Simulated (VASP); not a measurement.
# TiN (Fm-3m) in VASP: band structure with PBE

Aim: the band structure of TiN with PBE.

All numbers are computed with VASP 6.6.1; they aren't measurements. Logs are shortened: lines on timing, memory, paths and dates and some standing lists are left out, and cuts for length are marked.

**1. The crystal as given**

The structure is cubic, space group Fm-3m (No. 225). Conventional cell: a = 4.249 Å, b = 4.249 Å, c = 4.249 Å, α = 90.00°, β = 90.00°, γ = 90.00°. Ti (site symmetry m-3m) is surrounded by 6 N at 2.12 Å. N (site symmetry m-3m) is surrounded by 6 Ti at 2.12 Å.

**2. Band structure, PBE**

Input file INCAR:

```
SYSTEM = TiN
PREC = Accurate
ENCUT = 520
EDIFF = 1E-7
ISMEAR = 0
SIGMA = 0.02
LREAL = .False.
LASPH = .True.
NELM = 80
ALGO = Normal
ISIF = 2
LWAVE = .False.
LCHARG = .False.
LMAXMIX = 4
GGA = PE
NBANDS = 16
AMIX = 0.2
```

Input file KPOINTS:

```
regular mesh
0
Gamma
  12 12 12
  0 0 0
```

Input file POSCAR:

```
TiN                                     
1.0
    0.0000000000      2.1246302407      2.1246302407
    2.1246302407     -0.0000000000      2.1246302407
    2.1246302407      2.1246302407      0.0000000000
  Ti              N             
     1     1
Direct
     0.0000000000000000    0.0000000000000000    0.0000000000000000
     0.5000000000000000    0.5000000000000000    0.5000000000000000
```

Input file KPOINTS_OPT:

```
path GXWKGLUWLK,UX
20
line-mode
reciprocal
 0.0000000000  0.0000000000  0.0000000000  G
 0.5000000000  0.0000000000  0.5000000000  X

 0.5000000000  0.0000000000  0.5000000000  X
 0.5000000000  0.2500000000  0.7500000000  W

 0.5000000000  0.2500000000  0.7500000000  W
 0.3750000000  0.3750000000  0.7500000000  K

 0.3750000000  0.3750000000  0.7500000000  K
 0.0000000000  0.0000000000  0.0000000000  G

 0.0000000000  0.0000000000  0.0000000000  G
 0.5000000000  0.5000000000  0.5000000000  L

 0.5000000000  0.5000000000  0.5000000000  L
 0.6250000000  0.2500000000  0.6250000000  U

 0.6250000000  0.2500000000  0.6250000000  U
 0.5000000000  0.2500000000  0.7500000000  W

 0.5000000000  0.2500000000  0.7500000000  W
 0.5000000000  0.5000000000  0.5000000000  L

 0.5000000000  0.5000000000  0.5000000000  L
 0.3750000000  0.3750000000  0.7500000000  K

 0.6250000000  0.2500000000  0.6250000000  U
 0.5000000000  0.0000000000  0.5000000000  X
```

Potentials or basis: VASP PAW PBE potentials, release 64 (Ti_sv, N).

On the command line:

```console
$ cat potpaw_PBE.64/Ti_sv/POTCAR potpaw_PBE.64/N/POTCAR > POTCAR
$ mpirun -np 1 vasp_std > vasp.out
```

OUTCAR:

```text
SYSTEM = TiN
   PREC = Accurate
   ENCUT = 520
   EDIFF = 1E-7
   ISMEAR = 0
   LREAL = .False.
   LASPH = .True.
   NELM = 80
   ISIF = 2
   GGA = PE
   AMIX = 0.2

 ion  position               nearest neighbor table
   1  0.000  0.000  0.000-   2 2.12   2 2.12   2 2.12   2 2.12   2 2.12   2 2.12
   2  0.500  0.500  0.500-   1 2.12   1 2.12   1 2.12   1 2.12   1 2.12   1 2.12

  LATTYP: Found a face centered cubic cell.
 ALAT       =     4.2492604814

  Lattice vectors:

 A1 = (   0.0000000000,   2.1246302407,   2.1246302407)
 A2 = (   2.1246302407,   0.0000000000,   2.1246302407)
 A3 = (   2.1246302407,   2.1246302407,   0.0000000000)

Analysis of symmetry for initial positions (statically):
=====================================================================
 Subroutine PRICEL returns:
 Original cell was already a primitive cell.

 Routine SETGRP: Setting up the symmetry group for a
 face centered cubic supercell.

 Subroutine GETGRP returns: Found 48 space group operations
 (whereof 48 operations were pure point group operations)
 out of a pool of 48 trial point group operations.

The static configuration has the point symmetry O_h .

Analysis of symmetry for dynamics (positions and initial velocities):
=====================================================================
 Subroutine PRICEL returns:
 Original cell was already a primitive cell.

 Routine SETGRP: Setting up the symmetry group for a
 face centered cubic supercell.

 Subroutine GETGRP returns: Found 48 space group operations
 (whereof 48 operations were pure point group operations)
 out of a pool of 48 trial point group operations.

The dynamic configuration has the point symmetry O_h .

 Subroutine INISYM returns: Found 48 space group operations
 (whereof 48 operations are pure point group operations),
 and found     1 'primitive' translations

----------------------------------------------------------------------------------------

                                     Primitive cell

  volume of cell :      19.1814

  direct lattice vectors                    reciprocal lattice vectors
     0.000000000  2.124630241  2.124630241    -0.235335067  0.235335067  0.235335067
     2.124630241  0.000000000  2.124630241     0.235335067 -0.235335067  0.235335067
     2.124630241  2.124630241  0.000000000     0.235335067  0.235335067 -0.235335067

  length of vectors
[... 82 lines left out ...]
   EDIFF  = 0.1E-06   stopping-criterion for ELM
   LREAL  =      F    real-space projection
   EDIFFG = 0.1E-05   stopping-criterion for IOM
   NSW    =      0    number of steps for IOM
   IBRION =     -1    ionic relax: 0-MD 1-quasi-New 2-CG
   NFREE  =      0    steps in history (QN), initial steepest desc. (CG)
   ISIF   =      2    stress and relaxation
   ISYM   =      2    0-nonsym 1-usesym 2-fastsym
   POTIM  = 0.5000    time-step for ionic-motion
   TEBEG  =    0.0;   TEEND  =   0.0 temperature during run
   PSTRESS=    0.0 pullay stress
   NELECT =      17.0000    total number of electrons
   NUPDOWN=      -1.0000    fix difference up-down
   EMIN   =  10.00;   EMAX   =-10.00  energy-range for DOS
   EFERMI =   0.00;   METHOD = LEGACY
   ISMEAR =     0;   SIGMA  =   0.02  broadening in eV -4-tet -1-fermi 0-gaus
   EFERMI_NEDOS =   21; number of points for ismear=-14 and -15
   IALGO  =     38    algorithm
   IMIX   =      4    mixing-type and parameters
     AMIX     =   0.20;   BMIX     =  1.00
     AMIX_MAG =   0.80;   BMIX_MAG =  1.00
  volume/ion in A,a.u.               =       9.59        64.72
  Fermi-wavevector in a.u.,A,eV,Ry     =   1.572526  2.971643 33.644995  2.472837
  Thomas-Fermi vector in A             =   2.673947
   LORBIT       =      0    0 simple, 1 ext, 2 COOP (PROOUT), +10 PAW based schemes
   GGA     = PE    functional components
   LHFCALC =     F    Hartree Fock is set to
   AEXX    =    0.0000 exact exchange contribution
   IVDW    =     0    specifies the selected vdW correction
   LEPSILON=     F    determine dielectric tensor
   LRPA    =     F    only Hartree local field effects (RPA)
 non-spin polarized calculation
 Gauss-broadening in eV      SIGMA  =   0.02
  energy-cutoff  :      520.00
  volume of cell :       19.18
 maximum number of plane-waves:       533
 NGX is ok and might be reduce to    24
   NGX = 11   NGY = 11   NGZ = 11

 number of electron      17.0000002 magnetization

 Free energy of the ion-electron system (eV)
  ---------------------------------------------------
  ext. energy  EPLUGINS =         0.00000000
  ---------------------------------------------------
  free energy    TOTEN  =       -19.63768528 eV

  energy without entropy =      -19.63727543  energy(sigma->0) =      -19.63748035

 E-fermi :  11.3218     XC(G=0): -12.9911

 val. band max:       11.3167911832   @ k =   0.5000   0.2500   0.0833
 cond. band min:      11.3270499778   @ k =   0.1667   0.0000   0.0000
 fundamental gap:      0.0102587946
 Fermi energy:        11.3218433946

 k-point     1 :       0.0000    0.0000    0.0000
  band No.  band energies     occupation
      1     -46.5083      2.00000
      2     -22.4913      2.00000
      3     -22.4913      2.00000
      4     -22.4913      2.00000
      5      -5.6925      2.00000
      6       9.3401      2.00000
[... 433 lines left out ...]
      3     -22.6556      2.00000
      4     -22.5682      2.00000
      5      -3.4532      2.00000
      6       3.9190      2.00000
[... 8 lines left out ...]
     15      24.2871      0.00000
     16      25.3070      0.00000

 [... further k-points ...]

------------------------ aborting loop because EDIFF is reached ----------------------------------------

  FORCE on cell =-STRESS in cart. coord.  units (eV):
  Direction    XX          YY          ZZ          XY          YZ          ZX
  --------------------------------------------------------------------------------------
  -------------------------------------------------------------------------------------
  Total       -0.0056340     -0.0056340     -0.0056340     -0.0000000     -0.0000000     -0.0000000
  in kB       -0.4705941     -0.4705941     -0.4705941     -0.0000000     -0.0000000     -0.0000000
  external PRESSURE =      -0.4705941 kB  Pullay stress =       0.0000000 kB

 VOLUME and BASIS-vectors are now :
 -----------------------------------------------------------------------------
  energy-cutoff  :      520.00
  volume of cell :       19.18
      direct lattice vectors                 reciprocal lattice vectors
     0.000000000  2.124630241  2.124630241    -0.235335067  0.235335067  0.235335067
     2.124630241  0.000000000  2.124630241     0.235335067 -0.235335067  0.235335067
     2.124630241  2.124630241  0.000000000     0.235335067  0.235335067 -0.235335067

 POSITION                                       TOTAL-FORCE (eV/Angst)
 -----------------------------------------------------------------------------------
      0.00000      0.00000      0.00000         0.000000      0.000000      0.000000
      2.12463      2.12463      2.12463        -0.000000      0.000000     -0.000000
 -----------------------------------------------------------------------------------
    total drift:                                0.000000     -0.000000     -0.000000

  FREE ENERGIE OF THE ION-ELECTRON SYSTEM (eV)
  ---------------------------------------------------
  free  energy   TOTEN  =       -19.6376852797 eV

  energy  without entropy=      -19.6372754271  energy(sigma->0) =      -19.63748035
```

Wall time 28 s (1 thread of Intel Xeon Platinum 8488C (Sapphire Rapids), shared host); peak memory 0.16 GiB.

What came out:

| Property | Result |
| --- | --- |
| Free energy | -19.6377 eV |
| Pressure | 0.0 GPa |
| Band gap along the path | none (metal or under the smearing width) |

Levels at the corners of the path, in eV from the Fermi level:
```
point  band 5  band 6  band 7  band 8  band 9  band 10  band 11  band 12
    Γ  -17.01   -1.98   -1.98   -1.98   -0.56    -0.56    -0.56     0.62
    X  -15.61   -5.76   -3.17   -3.17   -2.99     1.67     2.41     2.41
    X  -15.61   -5.76   -3.17   -3.17   -2.99     1.67     2.41     2.41
    W  -15.15   -5.40   -5.40   -5.29    0.96     0.96     2.41     3.13
    W  -15.15   -5.40   -5.40   -5.29    0.96     0.96     2.41     3.13
    K  -15.19   -5.74   -5.65   -4.39   -0.41     2.01     2.34     3.60
    K  -15.19   -5.74   -5.65   -4.39   -0.41     2.01     2.34     3.60
    Γ  -17.01   -1.98   -1.98   -1.98   -0.56    -0.56    -0.56     0.62
    Γ  -17.01   -1.98   -1.98   -1.98   -0.56    -0.56    -0.56     0.62
    L  -14.58   -7.99   -5.40   -5.40    1.72     1.72     2.38     5.74
    L  -14.58   -7.99   -5.40   -5.40    1.72     1.72     2.38     5.74
    U  -15.19   -5.74   -5.65   -4.39   -0.41     2.01     2.34     3.60
    U  -15.19   -5.74   -5.65   -4.39   -0.41     2.01     2.34     3.60
    W  -15.15   -5.40   -5.40   -5.29    0.96     0.96     2.41     3.13
    W  -15.15   -5.40   -5.40   -5.29    0.96     0.96     2.41     3.13
    L  -14.58   -7.99   -5.40   -5.40    1.72     1.72     2.38     5.74
    L  -14.58   -7.99   -5.40   -5.40    1.72     1.72     2.38     5.74
    K  -15.19   -5.74   -5.65   -4.39   -0.41     2.01     2.34     3.60
    U  -15.19   -5.74   -5.65   -4.39   -0.41     2.01     2.34     3.60
    X  -15.61   -5.76   -3.17   -3.17   -2.99     1.67     2.41     2.41
```
